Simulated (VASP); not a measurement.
# GaSb (F-43m) in VASP: notebook, part 2 of 2

VASP 6.6.1. Earlier steps stand in the parts before.

## (4) Electric field gradients, r2SCAN

POSCAR reads:

```
GaSb
1.0
    0.0000000000      3.0590000000      3.0590000000
    3.0590000000      0.0000000000      3.0590000000
    3.0590000000      3.0590000000      0.0000000000
Ga Sb
1 1
Direct
    0.0000000000      0.0000000000      0.0000000000
    0.7500000000      0.7500000000      0.7500000000
```

INCAR.step1 reads:

```
ALGO = Normal
EDIFF = 1E-4
ENCUT = 520
GGA = PE
ISMEAR = -1
LASPH = True
LCHARG = False
LREAL = False
LWAVE = True
NBANDS = 16
NELM = 80
PREC = Accurate
SIGMA = 0.08
```

INCAR.step2 reads:

```
ALGO = Normal
EDIFF = 1E-8
ENCUT = 520
ISIF = 2
ISMEAR = -1
ISTART = 1
LASPH = True
LCHARG = False
LEFG = True
LMIXTAU = True
LREAL = False
LWAVE = False
METAGGA = R2SCAN
NBANDS = 16
NELM = 80
PREC = Accurate
SIGMA = 0.08
```

KPOINTS reads:

```
k-points
0
Gamma
  12 12 12
```

Potentials or basis: VASP PAW PBE potentials, release 64 (Ga_d, Sb).

Command:

```console
cat potpaw_PBE.64/Ga_d/POTCAR potpaw_PBE.64/Sb/POTCAR > POTCAR
cp INCAR.step1 INCAR
mpirun -np 1 vasp_std > vasp.out
cp INCAR.step2 INCAR
mpirun -np 1 vasp_std > vasp.out
```

OUTCAR:

```text
EDIFF = 1E-8
   ENCUT = 520
   ISIF = 2
   ISMEAR = -1
   ISTART = 1
   LASPH = True
   LREAL = False
   METAGGA = R2SCAN
   NELM = 80
   PREC = Accurate

 ion  position               nearest neighbor table
   1  0.000  0.000  0.000-   2 2.65   2 2.65   2 2.65   2 2.65
   2  0.750  0.750  0.750-   1 2.65   1 2.65   1 2.65   1 2.65

  LATTYP: Found a face centered cubic cell.
 ALAT       =     6.1180000000

  Lattice vectors:

 A1 = (   0.0000000000,   3.0590000000,   3.0590000000)
 A2 = (   3.0590000000,   0.0000000000,   3.0590000000)
 A3 = (   3.0590000000,   3.0590000000,   0.0000000000)

Analysis of symmetry for initial positions (statically):
=====================================================================
 Subroutine PRICEL returns:
 Original cell was already a primitive cell.

 Routine SETGRP: Setting up the symmetry group for a
 face centered cubic supercell.

 Subroutine GETGRP returns: Found 24 space group operations
 (whereof 24 operations were pure point group operations)
 out of a pool of 48 trial point group operations.

The static configuration has the point symmetry T_d .

Analysis of symmetry for dynamics (positions and initial velocities):
=====================================================================
 Subroutine PRICEL returns:
 Original cell was already a primitive cell.

 Routine SETGRP: Setting up the symmetry group for a
 face centered cubic supercell.

 Subroutine GETGRP returns: Found 24 space group operations
 (whereof 24 operations were pure point group operations)
 out of a pool of 48 trial point group operations.

[... 158 lines left out ...]
      3     -10.8104      2.00000
      4     -10.7534      2.00000
      5     -10.7534      2.00000
      6      -7.2479      2.00000
[... 433 lines left out ...]
      3     -10.7951      2.00000
      4     -10.7551      2.00000
      5     -10.7535      2.00000
      6      -5.3221      2.00000
[... 8 lines left out ...]
     15      13.8839      0.00000
     16      14.4468      0.00000

 [... further k-points ...]

------------------------ aborting loop because EDIFF is reached ----------------------------------------

  FORCE on cell =-STRESS in cart. coord.  units (eV):
  Direction    XX          YY          ZZ          XY          YZ          ZX
  --------------------------------------------------------------------------------------
  -------------------------------------------------------------------------------------
  Total        0.1766501      0.1766501      0.1766501     -0.0000000     -0.0000000      0.0000000
  in kB        4.9437462      4.9437462      4.9437462     -0.0000000     -0.0000000      0.0000000
  external PRESSURE =       4.9437462 kB  Pullay stress =       0.0000000 kB

 VOLUME and BASIS-vectors are now :
 -----------------------------------------------------------------------------
  energy-cutoff  :      520.00
  volume of cell :       57.25
      direct lattice vectors                 reciprocal lattice vectors
     0.000000000  3.059000000  3.059000000    -0.163452109  0.163452109  0.163452109
     3.059000000  0.000000000  3.059000000     0.163452109 -0.163452109  0.163452109
     3.059000000  3.059000000  0.000000000     0.163452109  0.163452109 -0.163452109

 POSITION                                       TOTAL-FORCE (eV/Angst)
 -----------------------------------------------------------------------------------
      0.00000      0.00000      0.00000         0.000000      0.000000      0.000000
      4.58850      4.58850      4.58850        -0.000000     -0.000000     -0.000000
 -----------------------------------------------------------------------------------
    total drift:                                0.000002      0.000002      0.000002

  FREE ENERGIE OF THE ION-ELECTRON SYSTEM (eV)
  ---------------------------------------------------
  free  energy   TOTEN  =       -37.6053785117 eV

  energy  without entropy=      -37.6051812115  energy(sigma->0) =      -37.60527986

 Electric field gradients (V/A^2)
---------------------------------------------------------------------
 ion       V_xx      V_yy      V_zz      V_xy      V_xz      V_yz
---------------------------------------------------------------------
   1       0.000    -0.000     0.000    -0.001    -0.001    -0.001
   2      -0.000     0.000     0.000     0.000     0.000     0.000
---------------------------------------------------------------------

 Electric field gradients after diagonalization (V/A^2)
 (convention: |V_zz| > |V_xx| > |V_yy|)
----------------------------------------------------------------------
 ion       V_xx      V_yy      V_zz     asymmetry (V_yy - V_xx)/ V_zz
----------------------------------------------------------------------
   1       0.001     0.001    -0.002       0.000
   2      -0.000    -0.000     0.000       0.000
----------------------------------------------------------------------

           NMR quadrupolar parameters

 Cq : quadrupolar parameter    Cq=e*Q*V_zz/h
 eta: asymmetry parameters     (V_yy - V_xx)/ V_zz
 Q  : nuclear electric quadrupole moment in mb (millibarn)
----------------------------------------------------------------------
 ion       Cq(MHz)       eta       Q (mb)
----------------------------------------------------------------------
   1      -0.000       0.000       1.000
   2       0.000       0.000       1.000
----------------------------------------------------------------------
```

It took 2.3 min on 1 thread of Intel Xeon Platinum 8488C (Sapphire Rapids), shared host; peak memory 0.23 GiB.

What came out:

```
Free energy                             : -37.6054 eV
Pressure                                : 0.5 GPa
Band gap on the k mesh                  : 0.45 eV
Largest electric field gradient by atom : zero within the noise of the run
```

Caveat: the PAW data sets were made with another functional, which shifts forces and pressure a little; spin-orbit coupling is left out, which moves the levels of the heavy elements.

## (5) The runs side by side

```csv
level,potentials or basis,gap on the mesh (eV),pressure (GPa)
LDA,"VASP PAW LDA potentials, release 64 (Ga_d, Sb)",none,-1.6
PBEsol,"VASP PAW PBE potentials, release 64 (Ga_d, Sb)",none,-0.1
r2SCAN,"VASP PAW PBE potentials, release 64 (Ga_d, Sb)",0.45,0.5
```

Alike in all rows: task electric field gradients; no spin polarisation; cell as given; k mesh 12 × 12 × 12; cutoff (eV) 520; smearing fermi-dirac 0.08 eV.

Caveats: spin-orbit coupling is left out, which moves the levels of the heavy elements; semilocal functionals underestimate gaps, so a narrow gap can read as zero (at least some runs); the PAW data sets were made with another functional, which shifts forces and pressure a little (at least some runs).

Total energies depend on the potentials used, so only differences within one code and one set of settings carry meaning.

## (6) Comparison with measurements

Step 3. A measured gap of GaSb is 0.811 eV (direct; 4.2 K; a printed reference work, data compilation); the calculated 0.00 eV misses it by -0.81 eV. Spin-orbit coupling on Ga, Sb is left out. The value is that of PBEsol on a finite k mesh, which can miss the band edges, without temperature or zero-point motion. Semilocal functionals fall short of measured gaps as a rule.

Step 4. Measured gap of GaSb: 0.811 eV (direct; 4.2 K; a printed reference work, data compilation). This calculation gives 0.45 eV (-0.36 eV). Spin-orbit coupling on Ga, Sb is left out. The value is that of r2SCAN on a finite k mesh, which can miss the band edges, without temperature or zero-point motion.
